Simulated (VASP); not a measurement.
Crystal: TaSi2.

```
Ta Si
1.0
     4.78000    0.00000    0.00000
    -2.39000    4.13960    0.00000
     0.00000    0.00000    6.56400
Ta Si
3 6
Cartesian
  -1.1950 2.0698 1.0940
  1.1950 2.0698 5.4700
  2.3900 0.0000 3.2820
  1.1949 0.6899 1.0940
  -1.1951 3.4497 5.4700
  2.3900 2.7599 3.2820
  1.1951 3.4497 1.0940
  3.5851 0.6899 5.4700
  0.0000 1.3797 3.2820
```

| Item | Value |
| --- | --- |
| Program | VASP 6.6.1 |
| Task | relaxation of cell and atoms |
| Functional | PBE |
| Potentials or basis | VASP PAW PBE potentials, release 64 (Ta, Si) |
| Cutoff | 600 eV |
| k mesh | 5 × 5 × 3 |
| Occupations | fermi-dirac, width 0.05 eV |
| Spin | no spin polarisation |

At the start: pressure 3.6 GPa; volume 14.43 Å³/atom.

Task: Where does the relaxation end?

Result: Over 7 steps the energy falls by 20.2 meV/atom and the volume is 14.66 Å³/atom (+1.6 %); space group P6_222 (No. 180, to 0.05 Å).

The path:
```csv
step,energy change (eV),largest force (eV/Å),pressure (GPa),volume (Å³)
1,0.0000,0.7998,3.61,129.88
2,-0.0685,0.2576,-5.70,136.09
3,-0.1035,0.4501,-2.51,133.76
4,-0.1757,0.0613,-0.21,131.99
5,-0.1771,0.0052,0.20,131.72
6,-0.1813,0.0002,0.14,131.93
7,-0.1814,0.0002,0.10,131.90
```

Final structure:
```xyz
9
Lattice="4.8115 0.0000 0.0000 -2.4058 4.1669 0.0000 0.0000 0.0000 6.5787" Properties=species:S:1:pos:R:3 pbc="T T T"
Ta   -1.2029    2.0835    1.0964
Ta    1.2029    2.0835    5.4822
Ta    2.4058    0.0000    3.2893
Si    1.1452    0.6612    1.0964
Si   -1.2606    3.5058    5.4822
Si    2.4058    2.8446    3.2893
Si    1.2606    3.5058    1.0964
Si    3.6664    0.6612    5.4822
Si    0.0000    1.3223    3.2893
```
